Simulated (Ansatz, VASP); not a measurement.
## CdTe in VASP and in Ansatz

INCAR

```
SYSTEM = CdTe
PREC     = Accurate       ! precision mode
ENCUT    = 520            ! plane-wave cutoff, eV
EDIFF    = 1E-8           ! SCF threshold, eV
ISMEAR   = -1             ! smearing method
SIGMA    = 0.08           ! smearing width, eV
LREAL    = .False.        ! projectors in reciprocal space
LASPH    = .True.         ! aspherical terms in the spheres
NELM     = 100            ! most SCF steps
ALGO     = Normal         ! electronic algorithm
ISIF     = 2              ! what is computed and relaxed
LWAVE    = .False.        ! write WAVECAR
LCHARG   = .False.        ! write CHGCAR
LEFG     = .True.       
NBANDS   = 16             ! bands
```

File KPOINTS:

```
regular mesh
0
Gamma
  10 10 10
  0 0 0
```

Contents of POSCAR:

```
CdTe
1.0
    0.0000000000      3.2471758892      3.2471758892
    3.2471758892      0.0000000000      3.2471758892
    3.2471758892      3.2471758892      0.0000000000
Cd Te
1 1
Direct
    0.0000000000      0.0000000000      0.0000000000
    0.7500000000      0.7500000000      0.7500000000
```

Input for Ansatz:

```yaml
crystal:
  lattice:
    - [0.0, 3.2471758892, 3.2471758892]
    - [3.2471758892, 0.0, 3.2471758892]
    - [3.2471758892, 3.2471758892, 0.0]
  atoms:
    - { symbol: Cd, position: [0.0, 0.0, 0.0] }
    - { symbol: Te, position: [0.75, 0.75, 0.75] }
kpoints:
  mp_grid: { grid: [10, 10, 10] }
scf:
  occupations: { method: fermi_dirac, width: 0.08 }
hamiltonian:
  xc: lda
  pseudopotentials: { kind: paw }
output:
  forces: true
  stress: true
  eigenvalues: true
  efg: { contact_densities: true }
```

Change from the starting cell: functional lda, volume scaled by 1.04, PAW files.

Alike in both runs: task electric field gradients; functional LDA; k mesh 10 × 10 × 10; occupations fermi-dirac, width 0.08 eV; no spin polarisation.

```csv
,VASP,Ansatz
version,VASP 6.6.1,Ansatz 0.2.0
potentials or method,"VASP PAW LDA potentials, release 64 (Cd, Te)","PAW with Ansatz's default frozen-core files, scalar-relativistic"
plane-wave cutoff (eV),520,420
valence electrons in the cell,18,36
```

Ansatz gave:

| Quantity | Value |
| --- | --- |
| pressure (GPa) | -1.7 |
| Vzz of the field gradient on the site that differs most (V/Å²) | 0.0 |

Question: Which values does VASP return?

Answer: Pressure (GPa): -1.4; Vzz of the field gradient on the site that differs most (V/Å²): 0.0.

The two sets of potentials don't hold the same shells in valence. Ansatz warned: «gradients_without_spin_orbit».

Caveats: spin-orbit coupling is left out, which moves the levels of the heavy elements.
